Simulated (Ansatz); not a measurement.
Input of an Ansatz 0.2.0 run:

Contents of input.yaml:

```yaml
crystal:
  lattice:
    - [1.765105025, -6.759281535, 0.0]
    - [1.765105025, 6.759281535, 0.0]
    - [0.0, 0.0, 3.56517397]
  atoms:
    - { symbol: Ti, position: [0.10311808, 0.89688192, 0.25] }
    - { symbol: Ti, position: [0.89688192, 0.10311808, 0.75] }
    - { symbol: Si, position: [0.75031482, 0.24968518, 0.25] }
    - { symbol: Si, position: [0.24968518, 0.75031482, 0.75] }
    - { symbol: Si, position: [0.44174855, 0.55825145, 0.25] }
    - { symbol: Si, position: [0.55825145, 0.44174855, 0.75] }
hamiltonian:
  xc: r2scan
  pseudopotentials: { kind: paw }
kpoints:
  mp_grid: { grid: [8, 8, 8] }
scf:
  occupations: { method: fermi_dirac, width: 0.05 }
output:
  forces: true
  stress: true
  eigenvalues: true
relax:
  f_tol: 0.01
  max_steps: 40
  cell: { stress_tol: 0.05 }
```

Potentials or basis: Ansatz PAW.

The run is started by

```console
$ ansatz run input.yaml --threads 2 --pin off --max-ram 5632MiB --backend cpu --events-out ev --progress --plain --runs-dir out
```

**Question.** Predict the relaxed volume.

**Answer.** 14.16 Å³/atom.

**Question.** Estimate the space group after relaxing (to 0.05 Å).

**Answer.** Cmcm (No. 63).

**Question.** What does it give for the relaxed cell?

**Answer.** a = 6.979 Å, b = 6.979 Å, c = 3.565 Å, α = 90.00°, β = 90.00°, γ = 150.71°.

**Question.** Estimate the band gap on the k mesh.

**Answer.** None (metal or under the smearing width).

Forces in eV/Å, atoms in the order of the input:
```
Ti   0.000  0.001  0.000
Ti   0.000 -0.001  0.000
Si   0.000  0.000  0.000
Si   0.000  0.000  0.000
Si   0.000  0.003  0.000
Si   0.000 -0.003  0.000
```

Caveat: the plane-wave basis is chosen anew once the cell has moved, so the energies of steps on either side of that aren't comparable; the PAW data sets come from PBE, with cores solved anew for the run's functional, which leaves a small shift of forces and pressure.
